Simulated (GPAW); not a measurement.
# HgTe in GPAW: the effect of strain biaxial xy

The system is HgTe.

```
CELL_PARAMETERS angstrom
-2.92378 2.92378 1.55941
2.92378 -2.92378 1.55941
2.92378 2.92378 -1.55941
ATOMIC_POSITIONS crystal
Hg 0.75000 0.25000 0.50000
Te 0.00000 0.00000 0.00000
```

Measurements of this composition are mostly on another form, of space group No. 216.

Alike in all runs:

- Program: GPAW 26.7.0
- Task: single point
- Functional: PBEsol
- Potentials or basis: PAW data sets generated in the run's folder for this functional
- Cutoff: 600 eV
- Basis: pw
- k mesh: 8 × 8 × 8
- Occupations: fermi-dirac, width 0.05 eV
- Spin: no spin polarisation
- Maxiter: 150

```tsv
strain biaxial xy	pressure (GPa)
-0.04	-0.3
-0.02	?
-0.01	-3.1
```

Q: What does the run with strain biaxial xy -0.02 give?

A: Pressure -2.3 GPa.

Caveats: the density grid can change from cell to cell, which puts small steps into energies and stress.
